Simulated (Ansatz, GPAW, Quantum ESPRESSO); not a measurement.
**Ir: programs and potentials compared**

```
Ir
1.0
     2.75138    0.00000    0.00000
    -1.37569    2.38276    0.00000
     0.00000    0.00000    4.46229
Ir
2
Direct
  0.33333 0.66667 0.25000
  0.66667 0.33333 0.75000
```

This isn't the form of Ir at room conditions, which is fcc.

Alike in all runs: task band structure; functional PBEsol; k mesh 11 × 11 × 6; occupations fermi-dirac, width 0.05 eV; no spin polarisation; no spin-orbit coupling. Pressure is positive in compression and, in plane waves, holds the error of the finite cutoff, which Ansatz's Pulay term estimates and takes out.

```
                           program and potentials  plane-wave cutoff (eV)                                    notes  pressure (GPa)
                Quantum ESPRESSO, GBRV 1.5 PBEsol                     612  15 valence electrons an atom on average          -12.38
GPAW, PAW data sets generated for this functional                     600  15 valence electrons an atom on average          -13.36
        Ansatz, PAW datasets made for the crystal                     260  17 valence electrons an atom on average          -12.38
   Ansatz, all-electron LAPW, scalar-relativistic                       -                                        -          -12.38
```

The pressure spans -13.36 (GPAW, PAW data sets generated for this functional) to -12.38 GPa (Ansatz, all-electron LAPW, scalar-relativistic), with all-electron results at -12.38. The cell lies far from this level's equilibrium.

The functional is the same throughout but for its coding, so the spread measures potentials, basis and numerics; runs on potential files found faulty are left out.
